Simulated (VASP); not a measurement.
Crystal: BeTe.

```
CELL_PARAMETERS angstrom
0.00000 2.77000 2.77000
2.77000 0.00000 2.77000
2.77000 2.77000 0.00000
ATOMIC_POSITIONS crystal
Te 0.75000 0.75000 0.75000
Be 0.00000 0.00000 0.00000
```

Base run:

```yaml
Program: VASP 6.6.1
Functional: LDA
Potentials_or_basis: VASP PAW LDA potentials, release 64 (Te, Be)
Cutoff: 520 eV
k_mesh: 8 × 8 × 8
Occupations: fermi-dirac, width 0.05 eV
Spin: no spin polarisation
```

Its results: band gap on the k mesh 1.75 eV, indirect (least direct gap 3.54 eV); electronic dielectric tensor (diagonal) 7.66.

**Question.** The run is repeated on the same cell with these changes: functional from LDA to PBE; potentials or basis from VASP PAW LDA potentials, release 64 (Te, Be) to VASP PAW PBE potentials, release 64 (Te, Be). What comes out?

**Answer.** Band gap on the k mesh 1.85 eV, indirect (least direct gap 3.56 eV); electronic dielectric tensor (diagonal) 7.69.

Caveats: spin-orbit coupling is left out, which moves the levels of the heavy elements.

A k mesh can miss the band edges.
